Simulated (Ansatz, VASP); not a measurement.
# CdSe (Cadmoselite): VASP and Ansatz over several settings

```
Cd Se
1.0
     4.30000    0.00000    0.00000
    -2.15000    3.72391    0.00000
     0.00000    0.00000    7.02000
Cd Se
2 2
Direct
  0.66667 0.33333 0.50000
  0.33333 0.66667 0.00000
  0.66667 0.33333 0.88500
  0.33333 0.66667 0.38500
```

Single points on this cell with VASP 6.6.1 and Ansatz 0.2.0. Each row is one pair of runs. Alike in all rows: spin: off; k mesh: 7 × 7 × 4; VASP's potentials, cutoff: VASP PAW PBE potentials, release 64 (Cd, Se), 520 eV.

```csv
level,smearing,"Ansatz's potentials, cutoff","gap on the k mesh at the Fermi level (eV), VASP","gap on the k mesh at the Fermi level (eV), Ansatz","least direct gap on the mesh (eV), VASP","least direct gap on the mesh (eV), Ansatz","pressure (GPa), VASP","pressure (GPa), Ansatz"
BLYP,"fermi-dirac, width 0.05 eV","Ansatz PAW, 420 eV",0.66,0.63,0.66,0.63,6.4,5.9
PBE,"gaussian, width 0.012 eV","Ansatz PAW, 420 eV",0.70,0.70,0.70,0.70,3.3,3.0
r2SCAN,"fermi-dirac, width 0.05 eV","Ansatz PAW, 500 eV",1.19,1.20,1.19,1.20,1.8,1.6
```

Gap on the k mesh at the fermi level (eV): the two programs differ by at most 0.03; least direct gap on the mesh (eV): the two programs differ by at most 0.03; pressure (GPa): the two programs differ by at most 0.47.

Caveats: the PAW data sets were made with another functional, which shifts forces and pressure a little (VASP); odd divisions of the mesh miss points on the zone boundary, where band edges often lie, so the gap on the mesh can be too wide (Ansatz); the PAW data sets come from PBE, with cores solved anew for the run's functional, which leaves a small shift of forces and pressure (Ansatz).
